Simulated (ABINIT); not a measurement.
AlN:

```
Al N
1.0
     3.11300    0.00000    0.00000
    -1.55650    2.69594    0.00000
     0.00000    0.00000    4.98100
Al N
2 2
Direct
  0.66667 0.33333 0.50000
  0.33333 0.66667 0.00000
  0.66667 0.33333 0.88000
  0.33333 0.66667 0.38000
```

```yaml
Program: ABINIT 10.8.3 (patched build)
Task: relaxation of cell and atoms
Functional: LDA
Potentials_or_basis: PseudoDojo NC SR LDA v0.4.1 standard
Cutoff: 1143 eV
k_mesh: 8 × 8 × 4
Occupations: fermi-dirac, width 0.05 eV
Spin: no spin polarisation
```

At the start: pressure -5.8 GPa; volume 10.45 Å³/atom.

How do energy, volume and symmetry change on relaxing?

Over 8 steps the energy falls by 5.9 meV/atom and the volume is 10.15 Å³/atom (-2.9 %); space group P6_3mc (No. 186, to 0.05 Å).

Step by step:
```csv
step,energy change (eV),largest force (eV/Å),pressure (GPa),volume (Å³)
1,0.0000,0.1142,-5.82,41.80
2,-0.0198,0.0737,-2.34,41.06
3,-0.0235,0.0336,0.10,40.58
4,-0.0236,0.0288,0.03,40.59
5,-0.0238,0.0018,-0.08,40.61
6,-0.0238,0.0012,-0.03,40.60
7,-0.0238,0.0007,0.00,40.59
8,-0.0238,0.0002,0.00,40.59
```

Final structure:
```
CELL_PARAMETERS angstrom
3.08223 0.00000 0.00000
-1.54112 2.66929 0.00000
0.00000 0.00000 4.93358
ATOMIC_POSITIONS crystal
Al 0.66667 0.33333 0.49902
Al 0.33333 0.66667 0.99902
N 0.66667 0.33333 0.88098
N 0.33333 0.66667 0.38098
```
